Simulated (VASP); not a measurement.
Wanted: the native input for a VASP 6.6.1 run.

* Task: single point
* Functional: PBE
* Potentials or basis: VASP PAW PBE potentials, release 64 (Be, H)
* Cutoff: 520 eV
* k mesh: 5 × 5 × 3
* Occupations: fermi-dirac, width 0.15 eV
* Spin: no spin polarisation
* Dipole correction: no
* Further INCAR settings: LREAL = Auto; ALGO = Fast; EDIFF = 1e-06; NBANDS = 30

The structure of Be16H (a cell with a defect) lies in POSCAR:

```
Be16H
1.0
   -2.2900000000     -3.9663960000      0.0000000000
    3.4350000000     -1.9831980000      0.0000000000
    0.0000000000      0.0000000000      7.1768600000
Be H
16 1
Direct
    0.7495221435      0.4959746696     -0.0021941143
    0.4921618546      0.3396008740      0.2465343270
    0.7495901154      0.5079457658      0.5033849980
    0.4989939533      0.3349356611      0.7497782701
    0.4989678760     -0.0010468735      0.0005438863
    0.2493614597      0.8325171507      0.2495923367
    0.4921452200     -0.0053997184      0.5038698772
    0.2494758614      0.8320212260      0.7531581293
    0.2495057732      0.5017713000     -0.0028541994
    0.0066895616      0.3392421515      0.2465090474
    0.2493473132      0.5016942010      0.5008036435
   -0.0000411465      0.3350612111      0.7498069949
   -0.0000118998     -0.0011662426      0.0005143968
    0.7495487967      0.8257302384      0.2469864682
    0.0066427635     -0.0050011821      0.5038998687
    0.7494936616      0.8379152329      0.7524367169
    0.7487875925      0.1668900346      0.3748245528
```

The cell was built by a generator and needn't be a form met in nature.

One way to write it, as run:

INCAR

```
SYSTEM = Be16H
ALGO = Fast
EDIFF = 1E-6
ENCUT = 520
GGA = PE
ISIF = 2
ISMEAR = -1
LASPH = .TRUE.
LCHARG = .TRUE.
LELF = .TRUE.
LREAL = Auto
LVHAR = .TRUE.
LWAVE = .FALSE.
NBANDS = 30
NELM = 100
PREC = Accurate
SIGMA = 0.15
```

KPOINTS

```
k-points
0
G
  5 5 3
  0 0 0
```

Potentials or basis: VASP PAW PBE potentials, release 64 (Be, H).

The run is started by

```console
$ cat potpaw_PBE.64/Be/POTCAR potpaw_PBE.64/H/POTCAR > POTCAR
$ mpirun -np 1 vasp_std > vasp.out
```

It gave:

* Pressure: 0.0 GPa
* Largest force: 0.021 eV/Å
* Band gap on the k mesh: none (metal or under the smearing width)

Run time: 110 s on 1 thread of Intel(R) Xeon(R) 6975P-C (Granite Rapids) (shared host), peak memory 0.27 GiB.
